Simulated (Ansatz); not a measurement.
Theory: Ansatz, DFT PBE, scalar-relativistic, plane waves, PAW. All cells share a 420 eV cutoff and Γ-centred k meshes spaced at most 0.3 Å⁻¹ (0.19 for metals, 2π included).

These are static lattice energies at zero pressure. Only the structures computed here compete, so a lower one can exist. The k mesh leaves about 4 meV/atom of noise in metals. No dispersion correction is applied, so the spacing between layers, chains or molecules is poorly fixed, and with it the volume and density (Cd2S3 P-3m1). No run is spin-polarised.

(1) Order these relaxed structures of Cd₂S₃ by energy, lowest first, with the energy over the lowest of them.
A.

```xyz
5
Lattice="3.8583 0.0000 0.0000 -1.9292 3.3414 0.0000 0.0000 0.0000 8.2759" Properties=species:S:1:pos:R:3 pbc="T T T"
Cd    0.0000    2.2276    1.6571
Cd    1.9292    1.1138    6.6189
S     0.0000    0.0000    0.0000
S     0.0000    2.2276    5.2548
S     1.9292    1.1138    3.0211
```

B.

```xyz
5
Lattice="1.9472 1.1242 7.8707 -1.9472 1.1242 7.8707 0.0000 -2.2485 7.8707" Properties=species:S:1:pos:R:3 pbc="T T T"
Cd    0.0000    0.0000    9.5009
Cd    0.0000    0.0000   14.1113
S     0.0000    0.0000    0.0000
S     0.0000    0.0000    4.8745
S     0.0000    0.0000   18.7377
```

Answers

(1) B (0 meV/atom), A (27 meV/atom).